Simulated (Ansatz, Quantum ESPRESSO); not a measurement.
# Band line-up of the GaAs/MgS(110) superlattice, 5 + 5 layers, a = 5.61 Å, part 4 of 7

Wanted: the band alignment of the GaAs/MgS(110) superlattice, 5 + 5 layers, a = 5.61 Å.

Quantum ESPRESSO 7.5; plane-wave DFT, LDA, GBRV ultrasoft pseudopotentials; cross-check by Ansatz 0.2.0 with PAW datasets.

So far. Step 3 (Self-consistent run of bulk GaAs): The run needed 9 iterations to bring the estimated error under 1e-07 Ry. Step 6 (Macroscopic average of bulk GaAs): In a crystal the running mean should be flat; that of average.x keeps a ripple of 0.27 eV. The line-up therefore uses an exact Fourier window on the same potential.

### Step 8. Bands along a path of bulk MgS

Contents of b.bands.in:

```
&control
  prefix = 'b.bands'
  outdir = './out'
  pseudo_dir = './pseudo'
  calculation = 'bands'
/
&system
  ibrav = 0
  nat = 4
  ntyp = 2
  ecutwfc = 40
  ecutrho = 200
  occupations = 'smearing'
  smearing = 'fd'
  degauss = 0.002
  nbnd = 24
/
&electrons
  conv_thr = 1e-07
  mixing_beta = 0.5
  electron_maxstep = 120
/
ATOMIC_SPECIES
  Mg  24.3050  mg_lda_v1.4.uspp.F.UPF
  S   32.0600  s_lda_v1.4.uspp.F.UPF
CELL_PARAMETERS angstrom
  5.61000000000000 0.00000000000000 0.00000000000000
  0.00000000000000 3.96686904245653 0.00000000000000
  0.00000000000000 0.00000000000000 3.96686904245653
ATOMIC_POSITIONS crystal
  Mg  0.000000000000 0.000000000000 0.000000000000
  S   0.250000000000 0.500000000000 0.000000000000
  Mg  0.500000000000 0.500000000000 0.500000000000
  S   0.750000000000 0.000000000000 0.500000000000
K_POINTS crystal_b
6
  0.0000000000 0.0000000000 0.0000000000 20
  1.0000000000 0.0000000000 0.0000000000 1
  0.0000000000 0.0000000000 0.0000000000 20
  0.5000000000 0.0000000000 0.5000000000 1
  0.0000000000 0.0000000000 0.0000000000 20
  0.0000000000 0.5000000000 0.5000000000 1
```

Run with:

```console
$ cp -r out/b.save out/b.bands.save
$ cp out/b.xml out/b.bands.xml
$ OMP_NUM_THREADS=1 mpirun -n 4 pw.x -nk 4 -in b.bands.in > b.bands.out
```

Output:

```text
[banner, memory and clock lines left out]
Program PWSCF v.7.5 starts

          URL

     Atomic positions and unit cell read from directory:
     ./out/b.bands.save/

     Found identity + ( -0.5000 -0.5000 -0.5000) symmetry
     This is a supercell, fractional translations are disabled
     Message from routine setup:
     using ibrav=0 with symmetry is DISCOURAGED, use correct ibrav instead

     G-vector sticks info

     bravais-lattice index     =            0
     lattice parameter (alat)  =      10.6014  a.u.
     unit-cell volume          =     595.7378 (a.u.)^3
     number of atoms/cell      =            4
     number of atomic types    =            2
     number of electrons       =        32.00
     number of Kohn-Sham states=           24
     kinetic-energy cutoff     =      40.0000  Ry
     charge density cutoff     =     200.0000  Ry
     Exchange-correlation=  SLA  PZ   NOGX NOGC
                           (   1   1   0   0   0   0   0)

     celldm(1)=  10.601364  celldm(2)=   0.000000  celldm(3)=   0.000000
     celldm(4)=   0.000000  celldm(5)=   0.000000  celldm(6)=   0.000000

     crystal axes: (cart. coord. in units of alat)
               a(1) = (   1.000000   0.000000   0.000000 )
               a(2) = (   0.000000   0.707107   0.000000 )
               a(3) = (   0.000000   0.000000   0.707107 )

     reciprocal axes: (cart. coord. in units 2 pi/alat)
               b(1) = (  1.000000  0.000000  0.000000 )
               b(2) = (  0.000000  1.414214  0.000000 )
               b(3) = (  0.000000  0.000000  1.414214 )

     PseudoPot. # 1 for Mg read from file:
     ./pseudo/mg_lda_v1.4.uspp.F.UPF
     Pseudo is Ultrasoft, Zval = 10.0
     Generated by new atomic code, or converted to UPF format
     Using radial grid of  821 points,  7 beta functions with:
                l(1) =   0
                l(2) =   0
                l(3) =   0
                l(4) =   1
                l(5) =   1
                l(6) =   2
                l(7) =   2
     Q(r) pseudized with  8 coefficients,  rinner =    1.200   1.200   1.200
                                                       1.200   1.200

     PseudoPot. # 2 for S  read from file:
     ./pseudo/s_lda_v1.4.uspp.F.UPF
     Pseudo is Ultrasoft + core correction, Zval =  6.0
     Generated by new atomic code, or converted to UPF format
     Using radial grid of  907 points,  6 beta functions with:
                l(1) =   0
                l(2) =   0
                l(3) =   1
                l(4) =   1
                l(5) =   2
                l(6) =   2
     Q(r) pseudized with  8 coefficients,  rinner =    1.300   1.300   1.300
                                                       1.300   1.300

     atomic species   valence    mass     pseudopotential
     Mg               10.00    24.30500     Mg( 1.00)
     S                 6.00    32.06000     S ( 1.00)

      8 Sym. Ops. (no inversion) found

   Cartesian axes

     site n.     atom                  positions (alat units)
         1        Mg     tau(   1) = (   0.0000000   0.0000000   0.0000000  )
         2        S      tau(   2) = (   0.2500000   0.3535534   0.0000000  )
         3        Mg     tau(   3) = (   0.5000000   0.3535534   0.3535534  )
         4        S      tau(   4) = (   0.7500000   0.0000000   0.3535534  )

     number of k points=    63  Fermi-Dirac smearing, width (Ry)=  0.0020
                       cart. coord. in units 2pi/alat
        k(    1) = (   0.0000000   0.0000000   0.0000000), wk =   0.0317460
        k(    2) = (   0.0500000   0.0000000   0.0000000), wk =   0.0317460
        k(    3) = (   0.1000000   0.0000000   0.0000000), wk =   0.0317460
        k(    4) = (   0.1500000   0.0000000   0.0000000), wk =   0.0317460
        k(    5) = (   0.2000000   0.0000000   0.0000000), wk =   0.0317460
        k(    6) = (   0.2500000   0.0000000   0.0000000), wk =   0.0317460
        k(    7) = (   0.3000000   0.0000000   0.0000000), wk =   0.0317460
        k(    8) = (   0.3500000   0.0000000   0.0000000), wk =   0.0317460
        k(    9) = (   0.4000000   0.0000000   0.0000000), wk =   0.0317460
        k(   10) = (   0.4500000   0.0000000   0.0000000), wk =   0.0317460
        k(   11) = (   0.5000000   0.0000000   0.0000000), wk =   0.0317460
        k(   12) = (   0.5500000   0.0000000   0.0000000), wk =   0.0317460
        k(   13) = (   0.6000000   0.0000000   0.0000000), wk =   0.0317460
        k(   14) = (   0.6500000   0.0000000   0.0000000), wk =   0.0317460
        k(   15) = (   0.7000000   0.0000000   0.0000000), wk =   0.0317460
        k(   16) = (   0.7500000   0.0000000   0.0000000), wk =   0.0317460
        k(   17) = (   0.8000000   0.0000000   0.0000000), wk =   0.0317460
        k(   18) = (   0.8500000   0.0000000   0.0000000), wk =   0.0317460
        k(   19) = (   0.9000000   0.0000000   0.0000000), wk =   0.0317460
        k(   20) = (   0.9500000   0.0000000   0.0000000), wk =   0.0317460
        k(   21) = (   1.0000000   0.0000000   0.0000000), wk =   0.0317460
        k(   22) = (   0.0000000   0.0000000   0.0000000), wk =   0.0317460
        k(   23) = (   0.0250000   0.0000000   0.0353553), wk =   0.0317460
        k(   24) = (   0.0500000   0.0000000   0.0707107), wk =   0.0317460
        k(   25) = (   0.0750000   0.0000000   0.1060660), wk =   0.0317460
        k(   26) = (   0.1000000   0.0000000   0.1414214), wk =   0.0317460
        k(   27) = (   0.1250000   0.0000000   0.1767767), wk =   0.0317460
        k(   28) = (   0.1500000   0.0000000   0.2121320), wk =   0.0317460
        k(   29) = (   0.1750000   0.0000000   0.2474874), wk =   0.0317460
        k(   30) = (   0.2000000   0.0000000   0.2828427), wk =   0.0317460
        k(   31) = (   0.2250000   0.0000000   0.3181981), wk =   0.0317460
        k(   32) = (   0.2500000   0.0000000   0.3535534), wk =   0.0317460
        k(   33) = (   0.2750000   0.0000000   0.3889087), wk =   0.0317460
        k(   34) = (   0.3000000   0.0000000   0.4242641), wk =   0.0317460
        k(   35) = (   0.3250000   0.0000000   0.4596194), wk =   0.0317460
        k(   36) = (   0.3500000   0.0000000   0.4949747), wk =   0.0317460
        k(   37) = (   0.3750000   0.0000000   0.5303301), wk =   0.0317460
        k(   38) = (   0.4000000   0.0000000   0.5656854), wk =   0.0317460
        k(   39) = (   0.4250000   0.0000000   0.6010408), wk =   0.0317460
        k(   40) = (   0.4500000   0.0000000   0.6363961), wk =   0.0317460
        k(   41) = (   0.4750000   0.0000000   0.6717514), wk =   0.0317460
        k(   42) = (   0.5000000   0.0000000   0.7071068), wk =   0.0317460
        k(   43) = (   0.0000000   0.0000000   0.0000000), wk =   0.0317460
[...]
k = 0.3500 0.0000 0.4950 (  2537 PWs)   bands (ev):

   -69.9579 -69.9578 -37.3991 -37.3986 -37.3971 -37.3968 -37.3966 -37.3966
    -7.7485  -7.5269  -0.0453   0.2491   2.1309   2.5068   2.7487   2.7487
     8.0306   8.5582   9.6608  10.7534  10.7534  11.1632  11.1905  11.7459

          k = 0.3750 0.0000 0.5303 (  2539 PWs)   bands (ev):

   -69.9578 -69.9578 -37.3991 -37.3988 -37.3970 -37.3968 -37.3966 -37.3966
    -7.6989  -7.5401  -0.1116   0.0941   2.2732   2.5567   2.7300   2.7300
     8.0256   8.4843   9.7365  10.6826  10.6826  10.9682  11.2976  11.8279

          k = 0.4000 0.0000 0.5657 (  2529 PWs)   bands (ev):

   -69.9578 -69.9578 -37.3992 -37.3990 -37.3969 -37.3968 -37.3967 -37.3966
    -7.6556  -7.5513  -0.1689  -0.0362   2.4057   2.6005   2.7143   2.7143
     8.0155   8.3501   9.8962  10.6216  10.6216  10.8052  11.3845  11.8372

          k = 0.4250 0.0000 0.6010 (  2528 PWs)   bands (ev):

   -69.9578 -69.9578 -37.3992 -37.3991 -37.3968 -37.3967 -37.3967 -37.3966
    -7.6201  -7.5602  -0.2150  -0.1399   2.5203   2.6364   2.7017   2.7017
     8.0042   8.2079  10.0922  10.5724  10.5724  10.6761  11.4495  11.7786

          k = 0.4500 0.0000 0.6364 (  2530 PWs)   bands (ev):

   -69.9578 -69.9578 -37.3993 -37.3992 -37.3967 -37.3967 -37.3967 -37.3966
    -7.5936  -7.5666  -0.2489  -0.2153   2.6093   2.6632   2.6926   2.6926
     7.9944   8.0895  10.2878  10.5364  10.5364  10.5826  11.4937  11.6767

          k = 0.4750 0.0000 0.6718 (  2521 PWs)   bands (ev):

   -69.9578 -69.9578 -37.3993 -37.3993 -37.3967 -37.3967 -37.3967 -37.3967
    -7.5773  -7.5705  -0.2695  -0.2611   2.6658   2.6797   2.6871   2.6871
     7.9878   8.0123  10.4439  10.5144  10.5144  10.5260  11.5191  11.5735

          k = 0.5000 0.0000 0.7071 (  2520 PWs)   bands (ev):

   -69.9578 -69.9578 -37.3993 -37.3993 -37.3967 -37.3967 -37.3967 -37.3967
    -7.5718  -7.5718  -0.2764  -0.2764   2.6853   2.6853   2.6853   2.6853
     7.9855   7.9855  10.5071  10.5071  10.5071  10.5071  11.5273  11.5273

          k = 0.0000 0.0000 0.0000 (  2509 PWs)   bands (ev):

   -69.9579 -69.9578 -37.3993 -37.3974 -37.3974 -37.3962 -37.3962 -37.3962
    -8.3182  -7.3303   0.0637   1.9398   1.9398   3.0264   3.0264   3.0264
     6.3463   6.6611   8.4830  10.8415  10.8415  10.8415  13.7515  13.7515

          k = 0.0000 0.0354 0.0354 (  2517 PWs)   bands (ev):

   -69.9579 -69.9578 -37.3993 -37.3974 -37.3974 -37.3962 -37.3962 -37.3962
    -8.3129  -7.3301   0.0715   1.9235   1.9307   2.9880   3.0180   3.0180
     6.3941   6.6928   8.5149  10.8149  10.8597  10.8597  13.6632  13.7622

          k = 0.0000 0.0707 0.0707 (  2527 PWs)   bands (ev):

   -69.9579 -69.9578 -37.3992 -37.3974 -37.3974 -37.3963 -37.3962 -37.3962
    -8.2974  -7.3294   0.0947   1.8759   1.9045   2.8797   2.9932   2.9932
     6.5304   6.7860   8.6091  10.7378  10.9139  10.9139  13.4221  13.7943

          k = 0.0000 0.1061 0.1061 (  2543 PWs)   bands (ev):

   -69.9579 -69.9578 -37.3992 -37.3974 -37.3974 -37.3964 -37.3963 -37.3963
    -8.2718  -7.3283   0.1331   1.8003   1.8649   2.7175   2.9531   2.9531
     6.7365   6.9357   8.7622  10.6175  11.0030  11.0030  13.0808  13.6918

          k = 0.0000 0.1414 0.1414 (  2567 PWs)   bands (ev):

   -69.9579 -69.9578 -37.3991 -37.3975 -37.3974 -37.3965 -37.3963 -37.3963
    -8.2364  -7.3269   0.1860   1.7018   1.8166   2.5194   2.8995   2.8995
     6.9901   7.1340   8.9689  10.4635  11.1250  11.1250  12.6902  13.3745

          k = 0.0000 0.1768 0.1768 (  2561 PWs)   bands (ev):

   -69.9579 -69.9578 -37.3990 -37.3976 -37.3974 -37.3966 -37.3964 -37.3964
    -8.1919  -7.3254   0.2523   1.5866   1.7652   2.3003   2.8345   2.8345
     7.2684   7.3704   9.2228  10.2866  11.2776  11.2776  12.2909  13.0139

          k = 0.0000 0.2121 0.2121 (  2563 PWs)   bands (ev):

   -69.9579 -69.9578 -37.3989 -37.3977 -37.3974 -37.3968 -37.3965 -37.3964
    -8.1390  -7.3239   0.3303   1.4613   1.7158   2.0715   2.7606   2.7606
     7.5474   7.6310   9.5174  10.0969  11.4584  11.4584  11.9160  12.6222

          k = 0.0000 0.2475 0.2475 (  2571 PWs)   bands (ev):

   -69.9579 -69.9578 -37.3988 -37.3978 -37.3974 -37.3970 -37.3965 -37.3965
    -8.0787  -7.3225   0.4168   1.3333   1.6727   1.8407   2.6803   2.6803
     7.7983   7.8969   9.8463   9.9049  11.5972  11.6646  11.6646  12.1698

          k = 0.0000 0.2828 0.2828 (  2553 PWs)   bands (ev):

   -69.9579 -69.9578 -37.3988 -37.3979 -37.3974 -37.3972 -37.3966 -37.3966
    -8.0119  -7.3214   0.5056   1.2125   1.6135   1.6395   2.5962   2.5962
     7.9853   8.1396   9.7204  10.2030  11.3700  11.7939  11.8074  11.8937

          k = 0.0000 0.3182 0.3182 (  2551 PWs)   bands (ev):

   -69.9579 -69.9578 -37.3987 -37.3980 -37.3975 -37.3974 -37.3967 -37.3967
    -7.9400  -7.3207   0.5821   1.1157   1.3939   1.6186   2.5106   2.5106
     8.0716   8.3179   9.5503  10.5806  11.2708  11.3958  11.5357  12.1433

          k = 0.0000 0.3536 0.3536 (  2539 PWs)   bands (ev):

   -69.9579 -69.9578 -37.3986 -37.3980 -37.3977 -37.3974 -37.3968 -37.3968
    -7.8646  -7.3205   0.6155   1.0753   1.1847   1.6115   2.4258   2.4258
     8.0420   8.3851   9.3931  10.9193  11.0458  11.3207  11.4420  12.4111

          k = 0.0000 0.3889 0.3889 (  2535 PWs)   bands (ev):

   -69.9578 -69.9578 -37.3987 -37.3980 -37.3980 -37.3974 -37.3969 -37.3969
    -7.7872  -7.3207   0.5821   0.9883   1.1157   1.6186   2.3436   2.3436
     7.9169   8.3179   9.2429  10.5806  11.3958  11.5079  11.5357  12.6953

          k = 0.0000 0.4243 0.4243 (  2533 PWs)   bands (ev):

   -69.9578 -69.9577 -37.3987 -37.3982 -37.3979 -37.3974 -37.3970 -37.3969
    -7.7098  -7.3214   0.5056   0.8066   1.2125   1.6395   2.2660   2.2660
     7.7347   8.1396   9.0984  10.2030  11.7939  11.7962  11.8074  12.9940

          k = 0.0000 0.4596 0.4596 (  2535 PWs)   bands (ev):

   -69.9578 -69.9577 -37.3988 -37.3984 -37.3978 -37.3974 -37.3971 -37.3970
    -7.6342  -7.3225   0.4168   0.6414   1.3333   1.6727   2.1942   2.1942
     7.5296   7.8969   8.9629   9.8463  12.1471  12.1698  12.2200  13.3053

          k = 0.0000 0.4950 0.4950 (  2542 PWs)   bands (ev):

   -69.9578 -69.9577 -37.3989 -37.3986 -37.3977 -37.3974 -37.3971 -37.3971
    -7.5627  -7.3239   0.3303   0.4941   1.4613   1.7158   2.1296   2.1296
     7.3249   7.6310   8.8403   9.5174  12.5303  12.6222  12.6252  13.6273

          k = 0.0000 0.5303 0.5303 (  2548 PWs)   bands (ev):

   -69.9578 -69.9577 -37.3990 -37.3988 -37.3976 -37.3974 -37.3972 -37.3972
    -7.4974  -7.3254   0.2523   0.3663   1.5866   1.7652   2.0733   2.0733
     7.1356   7.3704   8.7335   9.2228  12.9218  13.0139  13.1221  13.9571

          k = 0.0000 0.5657 0.5657 (  2542 PWs)   bands (ev):

   -69.9578 -69.9577 -37.3991 -37.3990 -37.3975 -37.3974 -37.3973 -37.3972
    -7.4404  -7.3269   0.1860   0.2594   1.7018   1.8166   2.0262   2.0262
     6.9713   7.1340   8.6445   8.9689  13.3002  13.3745  13.6478  14.2903

          k = 0.0000 0.6010 0.6010 (  2538 PWs)   bands (ev):

   -69.9578 -69.9577 -37.3992 -37.3991 -37.3975 -37.3974 -37.3973 -37.3973
    -7.3937  -7.3283   0.1331   0.1747   1.8003   1.8649   1.9888   1.9888
     6.8383   6.9357   8.5743   8.7622  13.6423  13.6918  14.1777  14.6185

          k = 0.0000 0.6364 0.6364 (  2550 PWs)   bands (ev):

   -69.9578 -69.9577 -37.3992 -37.3992 -37.3974 -37.3974 -37.3973 -37.3973
    -7.3590  -7.3294   0.0947   0.1133   1.8759   1.9045   1.9617   1.9617
     6.7407   6.7860   8.5237   8.6091  13.9211  13.9459  14.6804  14.9242

          k = 0.0000 0.6718 0.6718 (  2552 PWs)   bands (ev):

   -69.9578 -69.9577 -37.3992 -37.3992 -37.3974 -37.3974 -37.3973 -37.3973
    -7.3376  -7.3301   0.0715   0.0761   1.9235   1.9307   1.9453   1.9453
     6.6811   6.6928   8.4932   8.5149  14.1066  14.1132  15.0905  15.1663

          k = 0.0000 0.7071 0.7071 (  2532 PWs)   bands (ev):

   -69.9578 -69.9577 -37.3993 -37.3993 -37.3974 -37.3974 -37.3974 -37.3973
    -7.3303  -7.3303   0.0637   0.0637   1.9398   1.9398   1.9398   1.9398
     6.6611   6.6611   8.4830   8.4830  14.1720  14.1720  15.2660  15.2660

     XML data file, pseudopotentials, collected wavefunctions

                                        0.00s GPU  (     891 calls)
```

Elapsed: 15 s, on 4 MPI ranks of Intel Xeon 6975P-C (Granite Rapids), shared host; peak memory 0.34 GiB; 56 s of CPU time.

Numbers from this step:

* valence top, on the run's zero: 3.026 eV
* conduction bottom, on the run's zero: 6.346 eV
* gap by band count: 3.320 eV

Band numbers count within the set of bands kept for display; the cell holds two formula units, so the X point along 001 folds onto the zone centre. The electronic bands at the labelled points (eV, zero at the Fermi level, which the smearing puts inside the gap; v1 is the highest filled band, c1 the lowest empty one):

```tsv
point	v4	v3	v2	v1	c1	c2	c3	c4
L	-2.15	-2.15	-2.15	-2.15	3.16	3.16	5.68	5.68
halfway	-3.20	-2.55	-1.99	-1.99	3.05	3.21	5.07	5.89
Γ	-2.89	-1.80	-1.80	-1.80	1.52	1.83	3.65	6.01
halfway	-3.65	-3.22	-2.40	-2.40	3.21	3.55	4.56	6.09
X	-2.89	-2.89	-2.89	-2.89	1.83	1.83	3.65	3.65
```

### Step 9. Electrostatic potential of bulk MgS

Contents of b.pot.in:

```
&inputpp
  prefix = 'b'
  outdir = './out'
  filplot = 'b.pot.dat'
  plot_num = 11
/
```

Run with:

```console
$ OMP_NUM_THREADS=1 mpirun -n 4 pp.x -in b.pot.in > b.pot.out
```

Wall time 1.4 s (4 MPI ranks); peak memory 0.1 GiB; 4.6 s of CPU time.

### Step 10. Macroscopic average of bulk MgS

Contents of b.avg.in:

```
1
b.pot.dat
1.0
40
3
7.4962960625
```

Run with:

```console
$ OMP_NUM_THREADS=1 average.x < b.avg.in > b.avg.out
```

Elapsed: 0.73 s, on 1 MPI rank; peak memory 0.1 GiB.

This step gave:

```
average.x's running mean over the crystal, on the run's own zero                  : 1.549 eV
mean potential by an exact Fourier window over the crystal, on the run's own zero : 1.549 eV
```

In a crystal the running mean should be flat; that of average.x keeps a ripple of 0.24 eV. The line-up therefore uses an exact Fourier window on the same potential.

[end of part 4 of 7]

[Logs are printed without paths, hosts, clocks, repeated set-up lines and the standing remarks that a program may print on its own settings, such as how far it seeks lower states.]

[Hosts, paths, dates, database ids (printed as entryN), source tags and the programs' standing remarks are cut or masked in the printed files.]

[Maps of the electrostatic potential energy from Ansatz leave out the sawtooth potential of an applied field or a dipole correction, so their vacuum need not be flat; planar profiles and work functions include it.]
